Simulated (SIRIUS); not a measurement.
# Ni (Fm-3m) in SIRIUS: single point with PBE

Aim: the single point of Ni with PBE.

Everything below comes from runs of SIRIUS 7.10.0. Logs are shortened: lines on timing, memory, paths and dates and some standing lists are left out, and cuts for length are marked. The log counts tension as positive stress, the text compression.

## (1) The crystal as given

The structure is cubic, space group Fm-3m (No. 225). Conventional cell: a = 3.475 Å, b = 3.475 Å, c = 3.475 Å, α = 90.00°, β = 90.00°, γ = 90.00°. Ni (site symmetry m-3m) is surrounded by 12 Ni at 2.46 Å.

## (2) Single point, PBE, collinear spin, ferromagnetic start

Contents of sirius.json:

```json
{
  "control": {
    "processing_unit": "cpu",
    "verbosity": 2,
    "num_bands_to_print": 16,
    "print_forces": true,
    "print_stress": true
  },
  "parameters": {
    "electronic_structure_method": "pseudopotential",
    "xc_functionals": ["XC_GGA_X_PBE", "XC_GGA_C_PBE"],
    "gk_cutoff": 9.9,
    "pw_cutoff": 19.8,
    "ngridk": [13, 13, 13],
    "shiftk": [0, 0, 0],
    "smearing": "fermi_dirac",
    "smearing_width": 0.0018374661,
    "num_bands": 16,
    "num_mag_dims": 1,
    "num_dft_iter": 100,
    "energy_tol": 1e-08,
    "density_tol": 1e-06
  },
  "iterative_solver": {
    "type": "davidson",
    "min_tolerance": 1e-09,
    "tolerance_scale": [0.1, 0.25]
  },
  "mixer": {
    "type": "anderson",
    "beta": 0.5,
    "max_history": 8
  },
  "settings": {
    "tol_ne": 1e-10,
    "pseudo_grid_cutoff": 6.5,
    "smooth_initial_mag": true
  },
  "unit_cell": {
    "lattice_vectors": [
      [0.0, 3.283536964933, 3.283536964933],
      [3.283536964933, 0.0, 3.283536964933],
      [3.283536964933, 3.283536964933, 0.0]
    ],
    "atom_coordinate_units": "lattice",
    "atom_types": ["Ni"],
    "atom_files": {
      "Ni": "Ni.json"
    },
    "atoms": {
      "Ni": [
        [0.0, 0.0, 0.0, 0.0, 0.0, 2.5]
      ]
    }
  }
}
```

Potentials or basis: PseudoDojo 0.4.1 PBE standard (scalar relativistic).

Started as:

```
$ upf_to_json Ni.upf
$ OMP_NUM_THREADS=1 sirius.scf --input=sirius.json --output=out.json --task=0
```

What it wrote:

```text
[info] SIRIUS version : 7.10.0
[info] number of MPI ranks           : 1
[info] MPI grid                      : 1 1
[info] maximum number of OMP threads : 1
[fft] FFT context for density and potential
[fft] =====================================
[fft]   comm size                             : 1
[fft]   plane wave cutoff                     : 19.8
[fft]   grid size                             : 32 32 32   total : 32768
[fft]   grid limits                           : -15 16   -15 16   -15 16
[fft]   number of G-vectors within the cutoff : 4689
[fft]   local number of G-vectors             : 4689
[fft]   number of G-shells                    : 286
[fft] FFT context for coarse grid
[fft] =====================================
[fft]   comm size                             : 1
[fft]   plane wave cutoff                     : 19.8
[fft]   grid size                             : 32 32 32   total : 32768
[fft]   grid limits                           : -15 16   -15 16   -15 16
[fft]   number of G-vectors within the cutoff : 4689
[fft]   local number of G-vectors             : 4689
[fft]   number of G-shells                    : 286
[unit cell] lattice vectors
[unit cell]   a1 :       0.0000000000      3.2835369649      3.2835369649
[unit cell]   a2 :       3.2835369649      0.0000000000      3.2835369649
[unit cell]   a3 :       3.2835369649      3.2835369649      0.0000000000
[unit cell] reciprocal lattice vectors
[unit cell]   b1 :      -0.9567709111      0.9567709111      0.9567709111
[unit cell]   b2 :       0.9567709111     -0.9567709111      0.9567709111
[unit cell]   b3 :       0.9567709111      0.9567709111     -0.9567709111
[unit cell] unit cell volume :        70.80366279 [a.u.^3]
[unit cell] 1/sqrt(omega)    :         0.11884260
[unit cell] MT volume        :         0.00000000 ( 0.00%)
[unit cell] IT volume        :        70.80366279 (100.00%)
[unit cell] number of atom types : 1
[unit cell] type id : 0 symbol : Ni mt_radius :  13.710000 num_atoms : 1
[unit cell] total number of atoms : 1
[unit cell] number of symmetry classes : 1
[unit cell] number of PAW atoms : 0
[unit cell] atom id  type id  class id             position                      vector_field
[unit cell] ------------------------------------------------------------------------------------------
[unit cell]      0        0        0      0.00000   0.00000   0.00000      0.00000   0.00000   2.50000
[unit cell] atom id         position (Cartesian, a.u.)
[unit cell] ---------------------------------------------
[unit cell]      0       0.000000    0.000000    0.000000
[unit cell] class id : 0 atom id : 0
[unit cell] minimum bond length:     4.643623
[unit cell] total number of pseudo wave-functions: 10
[sym] space group number   : 225
[sym] international symbol : Fm-3m
[sym] Hall symbol          : -F 4 2 3
[sym] space group transformation matrix :
[sym]   0.0000  0.5000  0.5000
[sym]   0.5000  0.0000  0.5000
[sym]   0.5000  0.5000  0.0000
[sym] space group origin shift :
[sym]   0.0000  0.0000  0.0000
[sym] number of space group operations  : 48
[sym] number of magnetic group operations : 48
[sym] metric tensor error: 0.0000e+00
[sym] rotation matrix error: 3.3307e-16
[sym] symmetry operations
[... list of symmetry operations ...]
[atom type] label          : Ni
[atom type] --------------------------------------------------------------------------------
[atom type] symbol         : Ni
[atom type] name           :
[atom type] zn             : 18
[atom type] mass           : 0
[atom type] mt_radius      : 13.71
[atom type] num_mt_points  : 1372
[atom type] grid_origin    : 0
[atom type] grid_name      : external
[... 245 lines left out ...]
[diagonalize] average number of iterations: 3.7381
[find] Total energy                   :    -167.79010161 (Ha),    -335.58020321 (Ry)
[find] Free energy (E-TS)             :    -167.79057021 (Ha),    -335.58114042 (Ry)
[find] band gap (eV)                  :       0.00000000
[find] Efermi                         :       0.71549525
[find] iteration : 10, RMS : 8.955816446765e-07, energy difference : 1.120213255490e-08
[find] Hartree energy of density residual : 6.265373539399e-12
[find] bands are converged : true
[find] iterative solver converged : false
[find] +------------------------------+
[find] | SCF iteration  11 out of 100|
[find] +------------------------------+
[diagonalize] iterative solver tolerance (occupied, empty): 2.38419e-09 2.38419e-09
[diagonalize] average number of iterations: 3.7381
[diagonalize] Lowest band energies
[diagonalize] ik:    0   -3.096776   -1.636472   -1.636472   -1.636472    0.371497    0.619894    0.619894    0.619894    0.666391    0.666391    1.591921    1.746018    1.746018    1.746018    1.842323    1.842323
[diagonalize]            -3.070026   -1.607451   -1.607451   -1.607451    0.369304    0.649329    0.649329    0.649329    0.689926    0.689926    1.585726    1.744729    1.744729    1.744729    1.846919    1.846919
[diagonalize] ik:    1   -3.096693   -1.637001   -1.636547   -1.636547    0.380223    0.617585    0.621862    0.621862    0.665562    0.665562    1.560879    1.661946    1.725766    1.725766    1.871910    1.871910
[diagonalize]            -3.069941   -1.607997   -1.607528   -1.607528    0.378044    0.646691    0.651369    0.651369    0.689049    0.689049    1.558074    1.659962    1.726168    1.726168    1.874502    1.874502
[diagonalize] ik:    2   -3.096463   -1.638464   -1.636756   -1.636756    0.405589    0.611990    0.626305    0.626305    0.664487    0.664487    1.436291    1.626102    1.694682    1.694682    1.895510    1.913184
[diagonalize]            -3.069705   -1.609506   -1.607742   -1.607742    0.403534    0.640074    0.655636    0.655636    0.688247    0.688247    1.438547    1.621394    1.696684    1.696684    1.892949    1.913058
[diagonalize] ik:    3   -3.096137   -1.640519   -1.637051   -1.637051    0.444422    0.607351    0.628953    0.628953    0.667143    0.667143    1.290722    1.603940    1.669835    1.669835    1.883275    1.883275
[diagonalize]            -3.069372   -1.611625   -1.608044   -1.608044    0.443065    0.633313    0.656845    0.656845    0.692548    0.692548    1.295232    1.599111    1.672679    1.672679    1.883409    1.883409
[diagonalize] ik:    4   -3.095791   -1.642690   -1.637363   -1.637363    0.487675    0.612987    0.627164    0.627164    0.675320    0.675320    1.152526    1.576705    1.653305    1.653305    1.820039    1.820039
[diagonalize]            -3.069019   -1.613864   -1.608364   -1.608364    0.489520    0.633699    0.653230    0.653230    0.702874    0.702874    1.159342    1.571604    1.656353    1.656353    1.820961    1.820961
[diagonalize] ...
[diagonalize] ik:   79   -3.094904   -1.643078   -1.642025   -1.639391    0.573768    0.583362    0.602594    0.662478    0.690013    0.935264    0.979106    1.142431    1.230284    1.730766    1.882007    2.027874
[diagonalize]            -3.068112   -1.614256   -1.613168   -1.610453    0.588922    0.605517    0.626240    0.685228    0.723146    0.943509    0.987439    1.147453    1.233597    1.731142    1.881824    2.029869
[diagonalize] ik:   80   -3.094977   -1.643179   -1.641669   -1.639068    0.575534    0.590490    0.591973    0.663021    0.683773    0.856651    1.060315    1.140245    1.276011    1.761127    1.823481    2.014299
[diagonalize]            -3.068187   -1.614361   -1.612801   -1.610119    0.589079    0.613934    0.614292    0.685557    0.716694    0.868925    1.067210    1.144780    1.279180    1.761168    1.823337    2.017220
[diagonalize] ik:   81   -3.094864   -1.643971   -1.640970   -1.639846    0.555472    0.568088    0.632904    0.676032    0.694988    0.882297    1.099502    1.122184    1.179618    1.650498    1.788517    2.062732
[diagonalize]            -3.068071   -1.615176   -1.612080   -1.610922    0.569776    0.591840    0.656777    0.699312    0.728689    0.890414    1.106269    1.127023    1.181966    1.652133    1.791259    2.061812
[diagonalize] ik:   82   -3.094851   -1.643375   -1.641743   -1.639787    0.563743    0.576679    0.617202    0.668374    0.694901    0.945833    1.030704    1.091604    1.188685    1.699945    1.892541    1.982090
[diagonalize]            -3.068058   -1.614561   -1.612877   -1.610861    0.578753    0.599965    0.640958    0.691142    0.728606    0.952867    1.036962    1.098196    1.191835    1.700955    1.894950    1.981179
[diagonalize] ik:   83   -3.094857   -1.642895   -1.642138   -1.639828    0.568554    0.588559    0.600478    0.664371    0.694949    0.954257    1.030171    1.108709    1.151231    1.806302    1.855540    1.956118
[diagonalize]            -3.068064   -1.614065   -1.613284   -1.610903    0.583554    0.612133    0.623751    0.686880    0.728653    0.962027    1.036547    1.114329    1.155248    1.806373    1.855637    1.958133
[find] Charges and magnetic moments
[find] --------------------------------------------------------------------------------
[find] atom                moment                |moment|
[find] --------------------------------------------------------------------------------
[find]    0 [  0.00000,   0.00000,   0.65468]    0.654680
[find] total charge          : 18.000000
[find] total moment          : [  0.00000,   0.00000,   0.63243], magnitude : 0.632428
[... 6 lines left out ...]
[find] <rho|V^{H}>                    :      91.58112141
[find] one-electron contribution      :     -79.04163959 (Ha),    -158.08327918 (Ry)
[find] hartree contribution           :      45.79056071
[find] xc contribution                :     -21.43725629
[find] ewald contribution             :    -113.10176556
[find] PAW contribution               :       0.00000000
[find] smearing (-TS)                 :      -0.00046860
[find] SCF correction                 :      -0.00000088
[find] Total energy                   :    -167.79010161 (Ha),    -335.58020322 (Ry)
[find] Free energy (E-TS)             :    -167.79057021 (Ha),    -335.58114042 (Ry)
[find] band gap (eV)                  :       0.00000000
[find] Efermi                         :       0.71549599
[find] iteration : 11, RMS : 3.795560570254e-07, energy difference : -1.208661615237e-09
[find] Hartree energy of density residual : 5.368757635469e-14
[find] bands are converged : true
[find] iterative solver converged : true
[find] converged after 12 SCF iterations!
[find] Charges and magnetic moments
[find] --------------------------------------------------------------------------------
[find] atom                moment                |moment|
[find] --------------------------------------------------------------------------------
[find]    0 [  0.00000,   0.00000,   0.65468]    0.654680
[find] total charge          : 18.000000
[find] total moment          : [  0.00000,   0.00000,   0.63243], magnitude : 0.632428
[find] Energy
[find] --------------------------------------------------------------------------------
[find] valence_eval_sum               :      -9.67007576
[find] <rho|V^{XC}>                   :     -22.19794364
[find] <rho|E^{XC}>                   :     -21.43725629
[find] <mag|B^{XC}>                   :      -0.01161395
[find] <rho|V^{H}>                    :      91.58112141
[find] one-electron contribution      :     -79.04163959 (Ha),    -158.08327918 (Ry)
[find] hartree contribution           :      45.79056071
[find] xc contribution                :     -21.43725629
[find] ewald contribution             :    -113.10176556
[find] PAW contribution               :       0.00000000
[find] smearing (-TS)                 :      -0.00046860
[find] SCF correction                 :      -0.00000088
[find] Total energy                   :    -167.79010161 (Ha),    -335.58020322 (Ry)
[find] Free energy (E-TS)             :    -167.79057021 (Ha),    -335.58114042 (Ry)
[find] band gap (eV)                  :       0.00000000
[find] Efermi                         :       0.71549599
[ground_state] === stress tensor components [kbar] ===
[ground_state] === stress_kin ===
[ground_state] -218823.788180   -0.000000    0.000000
[ground_state]    -0.000000-218823.788180    0.000000
[ground_state]     0.000000    0.000000-218823.788180
[ground_state] === stress_har ===
[ground_state] -63424.432126   -0.000000    0.000000
[ground_state]    -0.000000-63424.432126    0.000000
[ground_state]     0.000000    0.000000-63424.432126
[ground_state] === stress_ewald ===
[ground_state] 156657.073908    0.000000   -0.000000
[ground_state]     0.000000156657.073908   -0.000000
[ground_state]    -0.000000   -0.000000156657.073908
[ground_state] === stress_vloc ===
[ground_state] 14317.355313    0.000000    0.000000
[ground_state]     0.00000014317.355313   -0.000000
[ground_state]     0.000000   -0.00000014317.355313
[ground_state] === stress_xc ===
[ground_state]  4263.784293    0.000000   -0.000000
[ground_state]     0.000000 4263.784293   -0.000000
[ground_state]    -0.000000   -0.000000 4263.784293
[ground_state] === stress_core ===
[ground_state] 22140.216599    0.000000   -0.000000
[ground_state]     0.00000022140.216599   -0.000000
[ground_state]    -0.000000   -0.00000022140.216599
[ground_state] === stress_nonloc ===
[ground_state] 84788.877359    0.000000   -0.000000
[ground_state]     0.00000084788.877359   -0.000000
[ground_state]    -0.000000   -0.00000084788.877359
[ground_state] === stress_us_nl ===
[ground_state] 84788.877359    0.000000   -0.000000
[ground_state]     0.00000084788.877359   -0.000000
[ground_state]    -0.000000   -0.00000084788.877359
[ground_state] === stress_total ===
[ground_state]   -80.912834   -0.000000   -0.000000
[ground_state]    -0.000000  -80.912834    0.000000
[ground_state]    -0.000000    0.000000  -80.912834
[ground_state] ==== total Forces in Ha/bohr =====
[ground_state] atom:    0, force:       0.0000000      0.0000000      0.0000000
[... 8 lines left out ...]
[ground_state] ==== Ewald forces from ions =====
[ground_state] atom:    0, force:       0.0000000      0.0000000      0.0000000
[~DFT_ground_state] local op. applied: 71579
[~DFT_ground_state] evp. work count: 18836.2
[~DFT_ground_state] number of iterative solver steps: 4160
```

It took 40 s on 1 thread of Arm Neoverse V2, shared host; peak memory 0.32 GiB.

What came out:

```
Free energy            : -4565.8140 eV
Pressure               : 8.1 GPa
Band gap on the k mesh : none (metal or under the smearing width)
Net moment             : 0.63 μB per cell
Absolute moment        : 0.72 μB per cell
```
